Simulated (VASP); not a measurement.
# LiH in VASP: one cell, several levels of theory, part 1 of 2

Rocksalt LiH, under -2.0 % equal strain in all directions is computed at one geometry. Runs: PBE, r2SCAN. The results are then set beside those of Ansatz 0.2.0 for the same cell.

Program: VASP 6.6.1. PAW datasets, plane waves. No spin polarisation and no zero-point or thermal motion.

### Step 1. The cell

The cell comes from an earlier relaxation with r2SCAN in another program.

It is cubic, Fm-3m (No. 225); a = 3.926 Å in the conventional setting, 7.56 Å³ an atom. Li has 6 H at 1.96 Å; H has 6 Li at 1.96 Å.

As a file:

```cif
data_structure
_symmetry_space_group_name_H-M 'Fm-3m'
_symmetry_Int_Tables_number 225
_cell_length_a 3.9259
_cell_length_b 3.9259
_cell_length_c 3.9259
_cell_angle_alpha 90.000
_cell_angle_beta 90.000
_cell_angle_gamma 90.000
_cell_volume 60.51
loop_
_atom_site_label
_atom_site_type_symbol
_atom_site_symmetry_multiplicity
_atom_site_Wyckoff_symbol
_atom_site_fract_x
_atom_site_fract_y
_atom_site_fract_z
_atom_site_occupancy
Li1 Li 4 a 0.00000 0.00000 0.00000 1
H1 H 4 b 0.50000 0.00000 0.00000 1
```

### Step 2. PBE at this geometry

Input file INCAR:

```
ENCUT = 520.000000
SIGMA = 0.020000
EDIFF = 1.00e-07
GGA = PE
PREC = Accurate
IBRION = -1
ISIF = 2
ISMEAR = -1
NBANDS = 9
NELM = 120
NSW = 0
LASPH = .TRUE.
LCHARG = .FALSE.
LWAVE = .FALSE.
LREAL = .FALSE.
```

Input file KPOINTS:

```
KPOINTS created by Atomic Simulation Environment
0
Gamma
10 10 10
0 0 0
```

Input file KPOINTS_OPT:

```
special points
7
Reciprocal
0.0000000000 0.0000000000 0.0000000000 1
0.5000000000 0.0000000000 0.5000000000 1
0.6250000000 0.2500000000 0.6250000000 1
0.3750000000 0.3750000000 0.7500000000 1
0.5000000000 0.5000000000 0.5000000000 1
0.5000000000 0.2500000000 0.7500000000 1
0.0000000000 0.5000000000 0.5000000000 1
```

Input file POSCAR:

```
Li H
 1.0000000000000000
     0.0000000000000000    1.9629349442999999    1.9629349442999999
     1.9629349442999999    0.0000000000000000    1.9629349442999999
     1.9629349442999999    1.9629349442999999    0.0000000000000000
 Li  H
   1   1
Cartesian
  0.0000000000000000  0.0000000000000000  0.0000000000000000
  1.9629349442999999  1.9629349442999999  1.9629349442999999
```

The run uses the recommended PBE PAW datasets (4 valence electrons a neutral cell).

The run is started by

```console
$ mpirun -np 1 vasp_std
```

Printed to the terminal (iteration lines stand in OSZICAR):

```text
POSCAR found type information on POSCAR LiH
 POSCAR found :  2 types and       2 ions
 LDA part: xc-table for (Slater+PW92), standard interpolation
 POSCAR, INCAR and KPOINTS ok, starting setup
 FFT: planning ... GRIDC
 FFT: planning ... GRID_SOFT
 FFT: planning ... GRID
 WAVECAR not read
 entering main loop
 Start KPOINTS_OPT (optional k-point list driver)
k-point batch [1-7\7]
```

OSZICAR:

```text
N       E                     dE             d eps       ncg     rms          rms(c)
DAV:   1    -0.210187342677E+01   -0.21019E+01   -0.14521E+03   878   0.397E+02
DAV:   2    -0.630653385033E+01   -0.42047E+01   -0.41763E+01  1255   0.538E+01
DAV:   3    -0.636632693429E+01   -0.59793E-01   -0.59766E-01  1010   0.473E+00
DAV:   4    -0.636649245102E+01   -0.16552E-03   -0.16551E-03  1186   0.278E-01
DAV:   5    -0.636649322412E+01   -0.77310E-06   -0.77310E-06   980   0.140E-02    0.291E+00
DAV:   6    -0.618186233076E+01    0.18463E+00   -0.14448E-01   953   0.120E+00    0.147E+00
DAV:   7    -0.611837402464E+01    0.63488E-01   -0.19158E-01   988   0.156E+00    0.222E-01
DAV:   8    -0.612006942391E+01   -0.16954E-02   -0.41141E-03  1006   0.424E-01    0.420E-02
DAV:   9    -0.612000731434E+01    0.62110E-04   -0.14260E-04  1107   0.495E-02    0.575E-03
DAV:  10    -0.612000052772E+01    0.67866E-05   -0.53766E-06   959   0.168E-02    0.211E-03
DAV:  11    -0.611999978838E+01    0.73934E-06   -0.15885E-07  1213   0.175E-03    0.358E-04
DAV:  12    -0.611999946341E+01    0.32497E-06   -0.63437E-09   561   0.568E-04    0.267E-04
DAV:  13    -0.611999941916E+01    0.44247E-07   -0.45910E-09   528   0.354E-04
   1 F= -.61199994E+01 E0= -.61199994E+01  d E =-.222791E-11
       N       E                     dE             ncg
DAV:   1    -0.369900459306E+03   -0.17322E+04      126
DAV:   2    -0.393964532219E+03   -0.24064E+02      181
DAV:   3    -0.394208150003E+03   -0.24362E+00      170
DAV:   4    -0.394208430878E+03   -0.28087E-03      163
DAV:   5    -0.394208431798E+03   -0.92008E-06      170
DAV:   6    -0.394208431801E+03   -0.28301E-08      179
```

The lines after F= are the extra pass for the points of KPOINTS_OPT, at fixed density; their E is not a total energy.

OUTCAR, selected sections:

```text
k-points           NKPTS =     47   k-points in BZ     NKDIM =     47   number of bands    NBANDS=      9

   NELECT =       4.0000    total number of electrons

   dimension x,y,z NGX =    24 NGY =   24 NGZ =   24
   dimension x,y,z NGXF=    48 NGYF=   48 NGZF=   48

  energy-cutoff  :      520.00
  volume of cell :       15.13
      direct lattice vectors                 reciprocal lattice vectors
     0.000000000  1.962934944  1.962934944    -0.254720617  0.254720617  0.254720617
     1.962934944  0.000000000  1.962934944     0.254720617 -0.254720617  0.254720617
     1.962934944  1.962934944  0.000000000     0.254720617  0.254720617 -0.254720617

 k-points in reciprocal lattice and weights: KPOINTS created by Atomic Simulation Env
   0.00000000  0.00000000  0.00000000       0.001
   0.10000000  0.00000000  0.00000000       0.008
   0.20000000  0.00000000  0.00000000       0.008
   0.30000000  0.00000000  0.00000000       0.008
   0.40000000  0.00000000  0.00000000       0.008
   0.50000000  0.00000000  0.00000000       0.004
   0.10000000  0.10000000  0.00000000       0.006
   0.20000000  0.10000000  0.00000000       0.024
[... 39 more k-points ...]

 E-fermi :   0.8130

 k-point     1 :       0.0000    0.0000    0.0000
  band No.  band energies     occupation
      1     -43.8463      2.00000
      2      -5.2799      2.00000
      3      17.3075      0.00000
      4      18.9337      0.00000
      5      18.9337      0.00000
      6      18.9337      0.00000
      7      23.7666      0.00000
      8      23.7666      0.00000
      9      23.7666      0.00000

 k-point     2 :       0.1000    0.0000    0.0000
  band No.  band energies     occupation
      1     -43.8407      2.00000
      2      -5.0998      2.00000
      3      15.6536      0.00000
      4      17.9716      0.00000
      5      18.5203      0.00000
      6      18.5203      0.00000
      7      23.1907      0.00000
      8      24.6541      0.00000
      9      24.6541      0.00000

 k-point     3 :       0.2000    0.0000    0.0000
  band No.  band energies     occupation
      1     -43.8260      2.00000
      2      -4.5723      2.00000
      3      12.1828      0.00000
      4      16.6754      0.00000
      5      17.8588      0.00000
      6      17.8588      0.00000
      7      24.0998      0.00000
      8      24.4594      0.00000
      9      24.4594      0.00000

 k-point     4 :       0.3000    0.0000    0.0000
  band No.  band energies     occupation
      1     -43.8078      2.00000
      2      -3.7602      2.00000
      3       8.8931      0.00000
      4      15.5765      0.00000
      5      17.4611      0.00000
      6      17.4611      0.00000
      7      22.2966      0.00000
      8      22.2966      0.00000
      9      25.7527      0.00000

 k-point     5 :       0.4000    0.0000    0.0000
  band No.  band energies     occupation
      1     -43.7933      2.00000
      2      -2.8675      2.00000
      3       6.4428      0.00000
      4      14.8547      0.00000
      5      17.4056      0.00000
      6      17.4056      0.00000
      7      20.7231      0.00000
      8      20.7231      0.00000
      9      27.7042      0.00000

 k-point     6 :       0.5000    0.0000    0.0000
  band No.  band energies     occupation
      1     -43.7876      2.00000
      2      -2.4204      2.00000
      3       5.4687      0.00000
      4      14.6054      0.00000
      5      17.4748      0.00000
      6      17.4748      0.00000
      7      20.1038      0.00000
      8      20.1038      0.00000
      9      28.8539      0.00000

 k-point     7 :       0.1000    0.1000    0.0000
  band No.  band energies     occupation
      1     -43.8388      2.00000
      2      -5.0366      2.00000
      3      15.9317      0.00000
      4      17.2045      0.00000
      5      17.2045      0.00000
      6      19.7792      0.00000
      7      20.9505      0.00000
      8      26.1465      0.00000
      9      26.1473      0.00000

 k-point     8 :       0.2000    0.1000    0.0000
  band No.  band energies     occupation
      1     -43.8272      2.00000
      2      -4.6149      2.00000
      3      13.3419      0.00000
      4      15.8678      0.00000
      5      16.1496      0.00000
      6      19.4973      0.00000
      7      21.2453      0.00000
      8      24.8384      0.00000
      9      27.4614      0.00000

 k-point     9 :       0.3000    0.1000    0.0000
  band No.  band energies     occupation
      1     -43.8103      2.00000
      2      -3.8740      2.00000
      3       9.9583      0.00000
      4      14.5936      0.00000
      5      15.5559      0.00000
      6      18.6706      0.00000
      7      22.8599      0.00000
      8      23.8129      0.00000
      9      25.5302      0.00000

 k-point    10 :       0.4000    0.1000    0.0000
  band No.  band energies     occupation
      1     -43.7946      2.00000
      2      -2.9515      2.00000
      3       7.1707      0.00000
      4      13.6112      0.00000
      5      15.4779      0.00000
      6      17.7673      0.00000
      7      22.5333      0.00000
      8      23.6046      0.00000
      9      26.0082      0.00000

 k-point    11 :       0.5000    0.1000    0.0000
  band No.  band energies     occupation
      1     -43.7859      2.00000
      2      -2.2623      2.00000
      3       5.6134      0.00000
      4      13.0335      0.00000
      5      15.9218      0.00000
      6      17.0288      0.00000
      7      22.2089      0.00000
      8      22.6579      0.00000
      9      28.4250      0.00000

 k-point    12 :      -0.4000    0.1000    0.0000
  band No.  band energies     occupation
      1     -43.7877      2.00000
      2      -2.4296      2.00000
      3       5.9618      0.00000
      4      12.8885      0.00000
      5      16.6579      0.00000
      6      16.8508      0.00000
      7      21.4142      0.00000
      8      23.4563      0.00000
      9      28.2381      0.00000

 k-point    13 :      -0.3000    0.1000    0.0000
  band No.  band energies     occupation
      1     -43.7994      2.00000
      2      -3.2725      2.00000
      3       8.0283      0.00000
      4      13.1569      0.00000
      5      16.7659      0.00000
      6      18.1087      0.00000
      7      21.3435      0.00000
      8      24.8059      0.00000
      9      26.1426      0.00000

[... the tables of k-points 14 to 47 left out ...]

  Total        0.2070809      0.2070809      0.2070809      0.0000000      0.0000000     -0.0000000
  in kB       21.9332508     21.9332508     21.9332508      0.0000000      0.0000000     -0.0000000
  external PRESSURE =      21.9332508 kB  Pullay stress =       0.0000000 kB

 POSITION                                       TOTAL-FORCE (eV/Angst)
 -----------------------------------------------------------------------------------
      0.00000      0.00000      0.00000        -0.000000     -0.000000     -0.000000
      1.96293      1.96293      1.96293         0.000000      0.000000      0.000000
 -----------------------------------------------------------------------------------
    total drift:                                0.000000     -0.000000     -0.000000

  FREE ENERGIE OF THE ION-ELECTRON SYSTEM (eV)
  ---------------------------------------------------
  free  energy   TOTEN  =        -6.1199994192 eV

  energy  without entropy=       -6.1199994192  energy(sigma->0) =       -6.11999942
```

Hardware: 1 MPI rank of Intel Xeon Platinum 8488C, shared host.

The levels at the points of KPOINTS_OPT are read from vasprun.xml.

Band energies at the special points (eV, zero at the top of v, the last band that the electrons fill by count):

| point | v−1 | v | c | c+1 |
| --- | --- | --- | --- | --- |
| Γ | -44.24 | -5.67 | 16.91 | 18.54 |
| X | -44.16 | 0.00 | 2.93 | 11.12 |
| U | -44.17 | -0.57 | 4.13 | 7.80 |
| K | -44.17 | -0.57 | 4.13 | 7.80 |
| L | -44.18 | -2.81 | 5.07 | 14.21 |
| W | -44.16 | -0.27 | 5.32 | 5.32 |

PBE gives a direct gap of 2.93 eV at X. Pressure: 2.19 GPa; the forces vanish within 0.01 eV/Å.

(Continued in part 2 of 2.)
